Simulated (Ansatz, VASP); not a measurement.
# InPd in VASP and in Ansatz

```
CELL_PARAMETERS angstrom
3.27188 0.00000 0.00000
0.00000 3.27188 0.00000
0.00000 0.00000 3.27188
ATOMIC_POSITIONS crystal
In 0.00000 0.00000 0.00000
Pd 0.50000 0.50000 0.50000
```

The cell comes from a database or a generator and needn't be the stable form of this composition.

Alike in both runs: task relaxation of cell and atoms; functional BLYP; k mesh 8 × 8 × 8; occupations fermi-dirac, width 0.05 eV; no spin polarisation.

|  | VASP | Ansatz |
| --- | --- | --- |
| version | VASP 6.6.1 | Ansatz 0.2.0 |
| potentials or method | VASP PAW PBE potentials, release 64 (In_d, Pd) | Ansatz PAW |
| plane-wave cutoff (eV) | 600 | 420 |
| valence electrons in the cell | 23 | 31 |

|  | VASP | Ansatz | Ansatz less VASP |
| --- | --- | --- | --- |
| gap on the k mesh at the Fermi level, each at its own relaxed structure (eV) | none | none | - |
| relaxed volume (Å³/atom) | 19.55 | 19.50 | -0.044 |
| relaxed cell length with the largest relative difference (Å) | 3.394 | 3.391 | -0.0025 |
| energy change over the relaxation (meV/atom) | -67 | -63 | +3.7 |

A gap of «none» marks a metal or a gap that the smearing closes. The two sets of potentials don't hold the same shells in valence.

Caveats: the PAW data sets were made with another functional, which shifts forces and pressure a little (VASP); the plane-wave basis is chosen anew once the cell has moved, so the energies of steps on either side of that aren't comparable (Ansatz); the PAW data sets come from PBE, with cores solved anew for the run's functional, which leaves a small shift of forces and pressure (Ansatz).
